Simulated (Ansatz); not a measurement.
# HfB3: a trial structure relaxed, part 2 of 2

Aim: relax a trial structure of HfB3 and see where it ends.

Ansatz 0.2.0; DFT PBE, scalar-relativistic, plane waves, PAW. Earlier steps stand in the parts before.

## Step 4: Full relaxation

The end of the coarse run is made exact in the group found at a tolerance of 0.06 Å and reduced to its primitive cell.

The input, input.yaml:

```yaml
crystal:
  lattice:
    - [0.0, 2.7460197042, 2.7460197042]
    - [2.7460197042, 0.0, 2.7460197042]
    - [2.7460197042, 2.7460197042, 0.0]
  atoms:
    - { symbol: Hf, position: [0.0, 0.0, 0.0] }
    - { symbol: B, position: [0.5, 0.5, 0.5] }
    - { symbol: B, position: [0.25, 0.25, 0.25] }
    - { symbol: B, position: [0.75, 0.75, 0.75] }
basis:
  ecutwfc: 420
kpoints:
  mp_grid: { grid: [14, 14, 14] }
hamiltonian:
  xc: pbe
scf:
  occupations: { method: gaussian, width: 0.1 }
output:
  forces: true
  stress: true
  eigenvalues: true
relax:
  adjacent_minimum: "off"
  f_tol: 0.01
  max_steps: 80
  cell: { stress_tol: 0.05 }
```

Command:

```
> ansatz run input.yaml --threads 1 --pin off --max-ram 2048MiB --backend cpu --events-out ev --progress --plain --runs-dir out
```

Standard output:

```text
Warning: RAYON_NUM_THREADS=1 ignored (pool sized by the plan → 1); use --threads N
Engine: ansatz 0.2.0, x86_64-unknown-linux-gnu
Pseudopotentials: kind: paw
Pseudopotential: Hf, paw, valence charge 26, recommended cutoff 420 eV (normal), Hf.paw.azcp
Pseudopotential: B, paw, valence charge 3, recommended cutoff 420 eV (normal), B.paw.azcp
Functional definition: PBE
  parameter kappa = 0.804
  parameter beta = 0.06672455060314922
  exchange = pbe_x(kappa = kappa, mu = beta*pi^2/3)
  correlation = pbe_c(beta = beta)
Crystal: 4 atoms, lattice volume = 41.413 Å³
Basis set: ecut = 420 eV, 869 PW (Γ), exchange–correlation on 54×54×54 points (8 copies of the dense FFT grid, shifted against one another)
Bands: 22, of which v1, the nominal top of the filled ones, is band 18 counted from 1 (17 counted from 0)
Symmetry: 48 space group operations
Space group: Fm-3m (ITA 225), of the structure as read, at distance tolerance 3.5e-5 Å
k-points: 104 of 2744
Non-local potential: Hf, projectors of the file, l = 0: 3, l = 1: 2, l = 2: 2, l = 3: 3
Non-local potential: B, projectors of the file, l = 0: 2, l = 1: 2, l = 2: 1
PAW form: soft (Blöchl's): semilocal exchange-correlation on the pseudo side does not see the compensation charge
PAW one-centre angular grid: Hf, 590 points (default); XC on 64 Gauss nodes
PAW one-centre angular grid: B, 110 points (default); XC on 64 Gauss nodes
Initial density: superposition of atomic densities (neutral atoms: chi_scale 0, normalization atom), corrected by the library's trained network
Initial wavefunctions: pseudopotential atomic-orbital guess
Functional: x = pbe(κ = 0.804, μ = 0.2195149727645171), c = pbe(β = 0.06672455060314922)
SCF iter   1: F=—  HF=-16184.511746 eV  |F-HF|=—  |Δ(HF+E_count)|=         —  Δρ=6.74e-3  dr2=3.42e-2  ethr=1.77e-3  ⟨swp⟩=4.4  Hψ=8454  notcnv=0
preconditioner: auto → Kerker (q_TF=auto, 2.653 Å⁻¹)  [metal: Δε(μ)=0.021 eV  Ē_g=14.684 eV  σ=0.100 eV  W_gap=0.12  n_scr=14 (ndim 8)  ℏωp=33.1 eV  f_vac=0.000  D(μ)=1.43/eV (n_scr^D=14)]
SCF iter   2: F=—  HF=-16184.505611 eV  |F-HF|=—  |Δ(HF+E_count)|=   6.14e-3  Δρ=3.21e-3  dr2=7.00e-3  ethr=9.78e-5  ⟨swp⟩=2.0  Hψ=4201  notcnv=0
SCF iter   3: F=—  HF=-16184.503668 eV  |F-HF|=—  |Δ(HF+E_count)|=   1.94e-3  Δρ=9.93e-4  dr2=5.69e-4  ethr=2.00e-5  ⟨swp⟩=2.0  Hψ=3667  notcnv=0
SCF iter   4: F=—  HF=-16184.503081 eV  |F-HF|=—  |Δ(HF+E_count)|=   5.87e-4  Δρ=3.60e-4  dr2=2.50e-5  ethr=1.63e-6  ⟨swp⟩=2.0  Hψ=4122  notcnv=0
SCF iter   5: F=—  HF=-16184.503114 eV  |F-HF|=—  |Δ(HF+E_count)|=   3.34e-5  Δρ=9.58e-5  dr2=1.56e-6  ethr=7.15e-8  ⟨swp⟩=2.0  Hψ=4107  notcnv=0
SCF iter   6: F=—  HF=-16184.503113 eV  |F-HF|=—  |Δ(HF+E_count)|=   1.39e-6  Δρ=1.61e-5  dr2=7.72e-8  ethr=2.86e-10  ⟨swp⟩=4.1  Hψ=10169  notcnv=0
SCF iter   7: F=-16184.503113 eV  HF=-16184.503113 eV  |F-HF|=1.95e-8  |Δ(HF+E_count)|=   5.72e-8  Δρ=6.47e-6  dr2=1.15e-8  ethr=2.20e-10  ⟨swp⟩=4.0  Hψ=7993  notcnv=0
SCF 1 converged in 7 iterations: F = -16184.503113 eV  dr2 = 1.15e-8
relax step   1: F+E_penalty+E_count = -16184.50311270 eV  Δ(F+E_penalty+E_count) = +0.000e0 eV  max|allowed force component| = 3.701e-17 eV/Å  Δτ_max = 0.0000 Å  P = -2.054 GPa  Ω = 41.413 Å³  (7 SCF iters, dr2 threshold 1.00e-7 eV, accepted)
Crystal: 4 atoms, lattice volume = 40.793 Å³
Basis set: ecut = 420 eV, 821 PW (Γ), exchange–correlation on 54×54×54 points (8 copies of the dense FFT grid, shifted against one another)
Initial density: handed on by an earlier stage of this run
Initial wavefunctions: those handed on with the density
iter 1 solved again at ethr=1.20e-6 eV; its pass at ethr=3.10e-3 eV (dr2=4.19e-4 eV) is discarded
SCF iter   1: F=—  HF=-16184.507434 eV  |F-HF|=—  |Δ(HF+E_count)|=         —  Δρ=9.84e-4  dr2=4.30e-4  ethr=1.20e-6  ⟨swp⟩=2.0  Hψ=12425  notcnv=0
preconditioner: auto → Kerker (q_TF=auto, 2.660 Å⁻¹)  [metal: Δε(μ)=0.046 eV  Ē_g=14.812 eV  σ=0.100 eV  W_gap=0.25  n_scr=14 (ndim 8)  ℏωp=33.4 eV  f_vac=0.000  D(μ)=1.55/eV (n_scr^D=14)]
SCF iter   2: F=—  HF=-16184.507327 eV  |F-HF|=—  |Δ(HF+E_count)|=   1.07e-4  Δρ=4.46e-4  dr2=8.34e-5  ethr=1.20e-6  ⟨swp⟩=2.8  Hψ=3970  notcnv=0
SCF iter   3: F=—  HF=-16184.507305 eV  |F-HF|=—  |Δ(HF+E_count)|=   2.20e-5  Δρ=1.31e-4  dr2=4.02e-6  ethr=2.38e-7  ⟨swp⟩=2.0  Hψ=3693  notcnv=0
SCF iter   4: F=—  HF=-16184.507300 eV  |F-HF|=—  |Δ(HF+E_count)|=   4.88e-6  Δρ=7.73e-5  dr2=1.92e-6  ethr=1.14e-9  ⟨swp⟩=6.5  Hψ=11588  notcnv=0
SCF iter   5: F=-16184.507300 eV  HF=-16184.507300 eV  |F-HF|=1.19e-8  |Δ(HF+E_count)|=   2.38e-7  Δρ=9.57e-6  dr2=3.04e-8  ethr=1.14e-9  ⟨swp⟩=2.7  Hψ=8629  notcnv=0
SCF 2 converged in 5 iterations: F = -16184.507300 eV  dr2 = 3.04e-8
relax step   2: F+E_penalty+E_count = -16184.50729963 eV  Δ(F+E_penalty+E_count) = -4.187e-3 eV  max|allowed force component| = 6.014e-17 eV/Å  Δτ_max = 0.0000 Å  P = +0.297 GPa  Ω = 40.793 Å³  energy of the carried Pulay correction = +7.289e-4 eV  (5 SCF iters, dr2 threshold 4.00e-7 eV, accepted)
Crystal: 4 atoms, lattice volume = 40.870 Å³
iter 1 solved again at ethr=1.95e-8 eV; its pass at ethr=3.10e-3 eV (dr2=6.82e-6 eV) is discarded
SCF iter   1: F=—  HF=-16184.507284 eV  |F-HF|=—  |Δ(HF+E_count)|=         —  Δρ=1.25e-4  dr2=7.02e-6  ethr=1.95e-8  ⟨swp⟩=2.0  Hψ=12240  notcnv=0
preconditioner: auto → Kerker (q_TF=auto, 2.659 Å⁻¹)  [metal: Δε(μ)=0.041 eV  Ē_g=14.820 eV  σ=0.100 eV  W_gap=0.23  n_scr=14 (ndim 8)  ℏωp=33.4 eV  f_vac=0.000  D(μ)=1.55/eV (n_scr^D=14)]
SCF iter   2: F=—  HF=-16184.507279 eV  |F-HF|=—  |Δ(HF+E_count)|=   5.62e-6  Δρ=5.36e-5  dr2=1.29e-6  ethr=1.95e-8  ⟨swp⟩=3.0  Hψ=4200  notcnv=0
SCF iter   3: F=—  HF=-16184.507278 eV  |F-HF|=—  |Δ(HF+E_count)|=   1.58e-7  Δρ=1.53e-5  dr2=5.63e-8  ethr=6.29e-10  ⟨swp⟩=3.0  Hψ=9316  notcnv=0
SCF iter   4: F=-16184.507278 eV  HF=-16184.507278 eV  |F-HF|=1.29e-8  |Δ(HF+E_count)|=   7.35e-8  Δρ=1.02e-5  dr2=3.49e-8  ethr=1.61e-10  ⟨swp⟩=4.3  Hψ=7801  notcnv=0
SCF 3 converged in 4 iterations: F = -16184.507278 eV  dr2 = 3.49e-8
relax step   3: F+E_penalty+E_count = -16184.50727840 eV  Δ(F+E_penalty+E_count) = +2.124e-5 eV  max|allowed force component| = 1.133e-16 eV/Å  Δτ_max = 0.0000 Å  P = -0.006 GPa  Ω = 40.870 Å³  energy of the carried Pulay correction = +6.375e-4 eV  (4 SCF iters, dr2 threshold 2.20e-7 eV, accepted)
Initial wavefunctions: pseudopotential atomic-orbital guess (no wavefunctions were taken with the density)
iter 1 solved again at ethr=1.09e-8 eV; its pass at ethr=3.10e-3 eV (dr2=3.81e-6 eV) is discarded
SCF iter   1: F=—  HF=-16184.506658 eV  |F-HF|=—  |Δ(HF+E_count)|=         —  Δρ=2.78e-5  dr2=6.15e-8  ethr=1.09e-8  ⟨swp⟩=3.6  Hψ=15739  notcnv=0
preconditioner: auto → Kerker (q_TF=auto, 2.659 Å⁻¹)  [metal: Δε(μ)=0.042 eV  Ē_g=14.818 eV  σ=0.100 eV  W_gap=0.23  n_scr=14 (ndim 8)  ℏωp=33.4 eV  f_vac=0.000  D(μ)=1.55/eV (n_scr^D=14)]
SCF iter   2: F=—  HF=-16184.506654 eV  |F-HF|=—  |Δ(HF+E_count)|=   3.78e-6  Δρ=1.89e-5  dr2=7.07e-8  ethr=1.76e-10  ⟨swp⟩=2.3  Hψ=4165  notcnv=0
SCF iter   3: F=—  HF=-16184.506654 eV  |F-HF|=—  |Δ(HF+E_count)|=   3.04e-8  Δρ=9.34e-6  dr2=1.40e-8  ethr=1.76e-10  ⟨swp⟩=2.1  Hψ=3786  notcnv=0
SCF iter   4: F=—  HF=-16184.506654 eV  |F-HF|=—  |Δ(HF+E_count)|=   9.50e-9  Δρ=8.47e-7  dr2=1.57e-10  ethr=4.00e-11  ⟨swp⟩=2.0  Hψ=3745  notcnv=0
SCF iter   5: F=—  HF=-16184.506654 eV  |F-HF|=—  |Δ(HF+E_count)|=  7.26e-10  Δρ=4.07e-7  dr2=3.66e-11  ethr=1.00e-12  ⟨swp⟩=4.9  Hψ=8831  notcnv=0
SCF iter   6: F=-16184.506654 eV  HF=-16184.506654 eV  |F-HF|=5.46e-12  |Δ(HF+E_count)|=  1.82e-12  Δρ=7.31e-8  dr2=1.13e-12  ethr=1.00e-12  ⟨swp⟩=4.4  Hψ=7963  notcnv=0
SCF 4 converged in 6 iterations: F = -16184.506654 eV  dr2 = 1.13e-12
relax step   4: F+E_penalty+E_count = -16184.50665428 eV  Δ(F+E_penalty+E_count) = +6.241e-4 eV  max|allowed force component| = 3.701e-17 eV/Å  Δτ_max = 0.0000 Å  P = -0.018 GPa  Ω = 40.870 Å³  stress off target by 1.83e-2 GPa  SCF on the basis re-selected at this cell (its energy is not comparable with the rows above)  (6 SCF iters)
basis re-selected at this cell: Δ(F+E_penalty+E_count) = +6.241e-4 eV, ΔP = -0.013 GPa vs the last step (what re-selecting the basis moved, of the pressure what is left beyond the Pulay correction that the steps carried, after the strain that the cell walked since its last selection, with what the two solves' SCF thresholds leave and, on support functions, any second-order correction that the steps lacked; it is no measure of the basis error at this ecutwfc). This SCF's stress stands 1.83e-2 GPa from its target on what of the cell is left free (relax.cell.stress_tol is 5.00e-2 GPa) and its largest allowed force component is 3.70e-17 eV/Å (relax.f_tol is 1.00e-2 eV/Å): within both
SCF converged after 6 iterations
Free energy (F): -16184.506654 eV
Harris-Foulkes:  -16184.506654 eV  (|F-HF|=5.46e-12)
Internal energy: -16184.498923 eV  (E = F + TS)
E sigma→0 (E₀):  -16184.502789 eV
Entropy (-TS):   -0.007731 eV (-1.933 meV/atom)
Fermi energy:    16.931093 eV
--- Per-component energies (eV) ---
  E_band       = 45.233712
  E_kinetic    = 558.577425
  E_local      = -5894.298392  (includes V_loc(G=0)·N_el)
  E_nonlocal   = -1204.849891
  E_hartree    = 2775.721288
  E_xc         = -394.474846
  E_vxc        = -378.290086  (∫ρ·V_xc dr)
  E_paw        = -7163.982784  (= ΣΔE_a)
  E_vpaw       = 1412.652044  (= ΣTr[D̂ρ^β])
  E_aug_tail   = -0.000008  (compensation charges beyond the density's cutoff)
  E_ewald      = -4861.191715
  E_smearing   = -0.007731  (= −TS)
  E_closure    = 0.000000  (closes the sum)
  Σ components = -16184.506654   (vs F -16184.506654, Δ=0.00e0)
--- Forces (eV/Å), atoms counted from 1 ---
  atom   1  Hf     0.00000000    -0.00000000     0.00000000
  atom   2  B      0.00000000    -0.00000000     0.00000000
  atom   3  B     -0.00000000     0.00000000    -0.00000000
  atom   4  B     -0.00000000    -0.00000000     0.00000000
  max |Σ_I F_I| component: 7.40e-17 eV/Å
--- Stress (GPa, compression-positive) ---
       -0.018286       0.000000      -0.000000
       -0.000000      -0.018286      -0.000000
       -0.000000      -0.000000      -0.018286
  P = ⅓ Tr σ = -0.0183 GPa (-0.183 kbar)
--- Band table (eV; the first three rows and the last of 104) ---
  k-point 0: bands = ["-45.1055", "-13.8654", "-13.8654", "-13.8654", "3.5248", "4.8824", "4.8986", "4.8986", "4.8986", "4.9433", "4.9433", "4.9433", "12.2244", "12.2244", "12.2244", "14.9578", "15.7466", "15.7466", "15.7466", "17.5790", "17.5790", "17.9792"]
  k-point 1: bands = ["-45.1053", "-13.8743", "-13.8666", "-13.8666", "3.6109", "4.8836", "4.8985", "4.8995", "4.8995", "4.9421", "4.9421", "4.9433", "11.8795", "12.2490", "12.2490", "15.1730", "15.4608", "15.4608", "15.7470", "18.0378", "18.0378", "18.3168"]
  k-point 2: bands = ["-45.1046", "-13.8993", "-13.8701", "-13.8701", "3.8649", "4.8868", "4.8986", "4.9022", "4.9022", "4.9389", "4.9389", "4.9434", "11.1479", "12.2915", "12.2915", "15.0300", "15.0445", "15.0445", "16.4136", "18.9916", "18.9916", "19.1307"]
  k-point 103: bands = ["-45.0994", "-13.9925", "-13.9709", "-13.9340", "4.9115", "4.9145", "4.9173", "4.9178", "4.9225", "4.9229", "4.9234", "7.9100", "8.8005", "8.9978", "10.4326", "14.2415", "15.2632", "17.2736", "17.8893", "19.4025", "20.9409", "21.3724"]
--- Relaxed structure (3 steps of the walk, 3 accepted, 1 SCFs on fresh bases) ---
  F+E_penalty+E_count = -16184.50665428 eV   max|allowed force component| = 3.701e-17 eV/Å   (the final SCF, on the basis selected at the relaxed cell)
  cell:  # Å, volume = 40.8703 Å³
    - [-3.749875355459098e-34, 2.733962486736894, 2.733962486736894]
    - [2.733962486736894, -1.5206500910672776e-34, 2.733962486736894]
    - [2.733962486736894, 2.733962486736894, 4.4584505287836414e-35]
  atoms:
    - { symbol: Hf, position: [-4.513877332712676e-35, 4.5047451284611235e-35, 2.444862306970317e-35] }
    - { symbol: B, position: [0.5, 0.5, 0.5] }
    - { symbol: B, position: [0.25, 0.25, 0.25] }
    - { symbol: B, position: [0.7500000000000001, 0.7500000000000001, 0.7500000000000001] }
```

It took 11 s on 1 thread of Intel Xeon 6975P-C (Granite Rapids), shared host; peak memory 0.42 GiB.

Step by step:

```
step  energy from step 1 (eV/cell)  largest force component (eV/Å)  pressure (GPa)  volume (Å³)
   1                        0.0000                          0.0000           -2.05        41.41
   2                       -0.0042                          0.0000            0.30        40.79
   3                       -0.0042                          0.0000           -0.01        40.87
   4                       -0.0035                          0.0000           -0.02        40.87
```

Step 1 is the start. Step 4 repeats the geometry before it on a plane-wave basis chosen anew for that cell, so its energy need not be comparable with the rows above.

Lengths and angles in the start's conventional setting:

|  | before | after | change |
| --- | --- | --- | --- |
| a (Å) | 5.492 | 5.468 | -0.4 % |
| b (Å) | 5.492 | 5.468 | -0.4 % |
| c (Å) | 5.492 | 5.468 | -0.4 % |
| volume (Å³/atom) | 10.35 | 10.22 | -1.3 % |
| shortest distance (Å) | 2.378 | 2.368 | -0.4 % |
| space group (0.01 Å) | Fm-3m | Fm-3m | same |

Forces and stress were held to the start's 48 operations: a distortion of lower symmetry was not tested.

## Step 5: What came out

This closing draws on all 2 parts. Changes of volume or cell count from the first structure of part 1.

| quantity | value |
| --- | --- |
| symmetry at the end (tolerance 0.05 Å) | space group Fm-3m (No. 225) |
| conventional cell | a = 5.468 Å, b = 5.468 Å, c = 5.468 Å, α = 90.00°, β = 90.00°, γ = 90.00° |
| volume | 10.22 Å³/atom |
| energy over the elements | +1.15 eV/atom |
| gap on the mesh | none (metal) |

**Reading.** The space group Fm-3m (No. 225) is kept, and the volume per atom shrinks by 17.6 % from the first guess. With a positive formation energy it can't be a ground state. No finished test with a distortion of lower symmetry is shown, so the end may be a saddle point. Spin-orbit coupling is left out for Hf.
